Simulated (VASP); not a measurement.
TePb in VASP 6.6.1, single-point calculation

INCAR

```
NSW = 0
EDIFF = 1E-7
GGA = 91
SIGMA = 0.02
ENCUT = 520
ISMEAR = -1
LCHARG = .FALSE.
LASPH = .TRUE.
IBRION = -1
LREAL = .FALSE.
PREC = Accurate
LWAVE = .FALSE.
NELM = 93
ISIF = 2
NBANDS = 17
```

KPOINTS

```
KPOINTS created by Atomic Simulation Environment
0
Gamma
6 6 6
0 0 0
```

POSCAR

```
Pb Te
 1.0000000000000000
     0.0413309576249999    3.6414940643250002    3.6414940643252840
     3.6414940643250002    0.0413309576249999    3.6414940643252840
     3.6828250219999998    3.6828250219999998    0.0000000000505673
 Pb  Te
   1   1
Cartesian
 -0.0000000000001163 -0.0000000000001163  0.0169430060847227
  1.8414125109876165  1.8414125109876165  1.8038040260905615
```

The recommended PBE PAW datasets give the neutral cell 20 valence electrons.

Command

```
mpirun -np 1 vasp_std
```

OSZICAR

```
N       E                     dE             d eps       ncg     rms          rms(c)
DAV:   1     0.152884048232E+03    0.15288E+03   -0.86284E+03  1572   0.104E+03
DAV:   2     0.456130453244E+01   -0.14832E+03   -0.14416E+03  1646   0.273E+02
DAV:   3    -0.707910284937E+01   -0.11640E+02   -0.11557E+02  2069   0.848E+01
DAV:   4    -0.740687626504E+01   -0.32777E+00   -0.32764E+00  1854   0.181E+01
DAV:   5    -0.742195618041E+01   -0.15080E-01   -0.15080E-01  2248   0.337E+00    0.332E+00
DAV:   6    -0.719261525695E+01    0.22934E+00   -0.57713E-01  2202   0.504E+00    0.210E+00
DAV:   7    -0.718736461980E+01    0.52506E-02   -0.12060E-01  1674   0.166E+00    0.100E+00
DAV:   8    -0.719094817672E+01   -0.35836E-02   -0.13376E-02  1696   0.963E-01    0.203E-01
DAV:   9    -0.719157362100E+01   -0.62544E-03   -0.31822E-03  1738   0.393E-01    0.710E-02
DAV:  10    -0.719191160822E+01   -0.33799E-03   -0.56778E-04  1741   0.146E-01    0.431E-02
DAV:  11    -0.719212150573E+01   -0.20990E-03   -0.36019E-04  1632   0.870E-02    0.258E-02
DAV:  12    -0.719212443908E+01   -0.29334E-05   -0.72174E-06  2214   0.165E-02    0.146E-02
DAV:  13    -0.719212834967E+01   -0.39106E-05   -0.71972E-06  1619   0.113E-02    0.564E-03
DAV:  14    -0.719212866612E+01   -0.31645E-06   -0.41170E-07  1910   0.540E-03    0.319E-03
DAV:  15    -0.719212886836E+01   -0.20224E-06   -0.12828E-07  1400   0.314E-03    0.187E-03
DAV:  16    -0.719212890830E+01   -0.39945E-07   -0.13053E-08  1274   0.924E-04
   1 F= -.71921289E+01 E0= -.71921289E+01  d E =-.428916E-09
```

From OUTCAR

```
k-points           NKPTS =     46   k-points in BZ     NKDIM =     46   number of bands    NBANDS=     17

   NELECT =      20.0000    total number of electrons

   dimension x,y,z NGX =    40 NGY =   40 NGZ =   40
   dimension x,y,z NGXF=    80 NGYF=   80 NGZF=   80

  energy-cutoff  :      520.00
  volume of cell :       96.56
      direct lattice vectors                 reciprocal lattice vectors
     0.041330958  3.641494064  3.641494064    -0.138882596  0.138882596  0.137306279
     3.641494064  0.041330958  3.641494064     0.138882596 -0.138882596  0.137306279
     3.682825022  3.682825022  0.000000000     0.135765342  0.135765342 -0.137306279

 k-points in reciprocal lattice and weights: KPOINTS created by Atomic Simulation Env
   0.00000000  0.00000000  0.00000000       0.005
   0.16666667 -0.00000000 -0.00000000       0.019
   0.33333333  0.00000000 -0.00000000       0.019
   0.50000000  0.00000000  0.00000000       0.009
   0.16666667  0.16666667 -0.00000000       0.009
   0.33333333  0.16666667 -0.00000000       0.019
   0.50000000  0.16666667  0.00000000       0.019
  -0.33333333  0.16666667  0.00000000       0.019
   ...

 E-fermi :   2.9893

 k-point     1 :       0.0000    0.0000    0.0000
  band No.  band energies     occupation
      1     -14.1664      2.00000
      2     -14.1660      2.00000
      3     -14.1650      2.00000
      4     -14.1414      2.00000
      5     -14.1411      2.00000
      6      -8.6156      2.00000
      7      -3.4544      2.00000
      8       1.2576      2.00000
      9       1.3007      2.00000
     10       1.3482      2.00000
     11       4.2377      0.00000
     12       4.2696      0.00000
     13       4.2981      0.00000
     14       6.8877      0.00000
     15       9.8098      0.00000
     16       9.8160      0.00000
     17      10.6867      0.00000

 k-point     2 :       0.1667   -0.0000   -0.0000
  band No.  band energies     occupation
      1     -14.1688      2.00000
      2     -14.1647      2.00000
      3     -14.1637      2.00000
      4     -14.1413      2.00000
      5     -14.1411      2.00000
      6      -8.4718      2.00000
      7      -3.8567      2.00000
      8       1.0881      2.00000
      9       1.1416      2.00000
     10       1.2372      2.00000
     11       4.4695      0.00000
     12       4.5186      0.00000
     13       4.5594      0.00000
     14       7.7845      0.00000
     15       9.1988      0.00000
     16       9.2648      0.00000
     17      10.2186      0.00000

 k-point     3 :       0.3333    0.0000   -0.0000
  band No.  band energies     occupation
      1     -14.1738      2.00000
      2     -14.1623      2.00000
      3     -14.1614      2.00000
      4     -14.1410      2.00000
      5     -14.1406      2.00000
      6      -8.1195      2.00000
      7      -4.6513      2.00000
      8       0.8150      2.00000
      9       0.8609      2.00000
     10       0.9309      2.00000
     11       4.9266      0.00000
     12       4.9417      0.00000
     13       5.5544      0.00000
     14       8.4672      0.00000
     15       9.2726      0.00000
     16       9.4284      0.00000
     17      10.5488      0.00000

 ...

  Total        0.3007888      0.3007888      0.2944467      0.0800239      0.0000000      0.0000000
  in kB        4.9906765      4.9906765      4.8854474      1.3277542      0.0000000      0.0000000
  external PRESSURE =       4.9556001 kB  Pullay stress =       0.0000000 kB

 POSITION                                       TOTAL-FORCE (eV/Angst)
 -----------------------------------------------------------------------------------
      3.68283      3.68283      0.01694        -0.000000     -0.000000      0.000547
      1.84141      1.84141      1.80380         0.000000      0.000000     -0.000547
 -----------------------------------------------------------------------------------
    total drift:                                0.000000      0.000000      0.000007

  FREE ENERGIE OF THE ION-ELECTRON SYSTEM (eV)
  ---------------------------------------------------
  free  energy   TOTEN  =        -7.1921289083 eV

  energy  without entropy=       -7.1921289079  energy(sigma->0) =       -7.19212891
```

It converged. Results: gap between bands v and c on the k mesh 0.73 eV; least direct gap on the k mesh 1.18 eV; pressure 0.5 GPa. Band v is the last that the valence electrons fill when counted band by band, and c is the next.

For comparison, a separate PBE run of the intended cell, on usual settings and not on those above, gives a gap of 0.74 eV on its mesh and a pressure of 0.5 GPa.

The run above took about 2.1 min on one core of a shared host (Intel Xeon Platinum 8488C) and held 0.27 GiB at most.
